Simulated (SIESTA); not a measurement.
Br:

```
CELL_PARAMETERS angstrom
3.36325 -2.32255 0.00000
3.36325 2.32255 0.00000
0.00000 0.00000 8.70230
ATOMIC_POSITIONS crystal
Br 0.36510 0.63490 0.39010
Br 0.13490 0.86510 0.89010
Br 0.63490 0.36510 0.60990
Br 0.86510 0.13490 0.10990
```

| Property | Result |
| --- | --- |
| Program | SIESTA 5.4.2 |
| Task | single point |
| Functional | PBE |
| Potentials or basis | PseudoDojo 0.4 standard (PBE files) |
| Basis | DZP (energy shift 0.003 Ry) |
| Grid cutoff | 500 Ry |
| Energy shift | 0.003 Ry |
| k mesh | 7 × 7 × 3 |
| Occupations | fermi-dirac, width 0.05 eV |
| Spin | no spin polarisation |

On this cell: pressure 2.0 GPa; largest force 1.423 eV/Å; band gap on the k mesh 1.83 eV, indirect (least direct gap 1.85 eV).

The same run follows on a disturbed copy (atoms moved at random, drawn with an rms of 0.05 Å):

```xyz
4
Lattice="3.3632 -2.3226 0.0000 3.3632 2.3226 0.0000 0.0000 0.0000 8.7023" Properties=species:S:1:pos:R:3 pbc="T T T"
Br    3.3857    0.6560    3.3552
Br    3.3759    1.6889    7.7164
Br    3.2985   -0.6329    5.3389
Br    3.3365   -1.7013    0.8863
```

Question: What changes?

Answer: The energy moves by -1.8 meV/atom; pressure 1.5 GPa; largest force 2.028 eV/Å; band gap on the k mesh 1.62 eV, indirect (least direct gap 1.65 eV).

Forces on the atoms (eV/Å):
```
Br  -0.042  0.165 -0.342
Br  -0.014 -1.029 -1.699
Br   0.051 -0.163  0.293
Br   0.005  1.027  1.749
```

Stress tensor (GPa, compression positive):
```
 0.34 -0.04 -0.08
-0.04  0.94  2.08
-0.08  2.08  3.19
```

Caveats: an odd mesh through Γ misses points on the zone boundary, where band edges often lie; the basis of atomic orbitals isn't converged, which shifts pressures, moduli and gaps; forces of over 1 eV/Å show positions far from the minimum, so gaps and moduli don't describe the material at rest (some runs).
